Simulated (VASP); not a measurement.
A run of VASP 6.6.1:

INCAR

```
PREC = Accurate
ENCUT = 520
EDIFF = 1E-7
ISMEAR = 0
SIGMA = 0.03
LREAL = Auto
LASPH = T
NELM = 80
ALGO = Normal
ISIF = 2
LWAVE = F
LCHARG = F
LDIPOL = T
IDIPOL = 3
DIPOL = 0.5 0.5 0.500
GGA = PS
NBANDS = 122
LVHAR = T
LVACPOTAV = T
ICORELEVEL = 1
KPAR = 4
NCORE = 2
```

Contents of KPOINTS:

```
regular mesh
0
Gamma
  8 4 1
```

The input POSCAR:

```
SnO2                                    
1.0
    3.2165920000      0.0000000000      0.0000000000
    0.0000000000      6.7477785900      0.0000000000
    0.0000000000      0.0000000000     27.7362836400
  O               Sn            
    16     8
Direct
     0.0000000000000000    0.0000000000000000    0.2662703423512342
     0.5000000000000000    0.3145593905352154    0.3121906234000434
     0.5000000000000000    0.6854406094647845    0.3121906234000434
     0.0000000000000000    0.0000000000000000    0.3611548049941553
     0.0000000000000000    0.5000000000000000    0.3953089034219778
     0.5000000000000000    0.8045798907107561    0.4384736586128560
     0.5000000000000000    0.1954201092892434    0.4384736586128560
     0.0000000000000000    0.5000000000000000    0.4897864374770400
     0.0000000000000000    0.0000000000000000    0.5102135625229599
     0.5000000000000000    0.3045798907107567    0.5615263413871440
     0.5000000000000000    0.6954201092892439    0.5615263413871440
     0.0000000000000000    0.0000000000000000    0.6046910965780223
     0.0000000000000000    0.5000000000000000    0.6388451950058447
     0.5000000000000000    0.8145593905352155    0.6878093765999567
     0.5000000000000000    0.1854406094647847    0.6878093765999567
     0.0000000000000000    0.5000000000000000    0.7337296576487657
     0.0000000000000000    0.5000000000000000    0.3232486397965970
     0.5000000000000000    0.0000000000000000    0.3086822748044322
     0.0000000000000000    0.0000000000000000    0.4344626784837498
     0.5000000000000000    0.5000000000000000    0.4439291770352226
     0.0000000000000000    0.5000000000000000    0.5655373215162502
     0.5000000000000000    0.0000000000000000    0.5560708229647775
     0.0000000000000000    0.0000000000000000    0.6767513602034030
     0.5000000000000000    0.5000000000000000    0.6913177251955677
```

Potentials or basis: VASP PAW PBE potentials, release 64 (O, Sn_d).

Run with:

```sh
$ cat potpaw_PBE.64/O/POTCAR potpaw_PBE.64/Sn_d/POTCAR > POTCAR
$ mpirun -np 8 vasp_std > vasp.out
```

Hardware: 8 MPI ranks on Intel(R) Xeon(R) Platinum 8488C (Sapphire Rapids), with other jobs on the host.

Problem. Estimate the wall time of this run.

Solution. Run time: 6.3 min on 8 MPI ranks on Intel(R) Xeon(R) Platinum 8488C (Sapphire Rapids), on a shared host, peak memory 0.6 GiB a rank. Counts: scf iterations 29, k points 15.
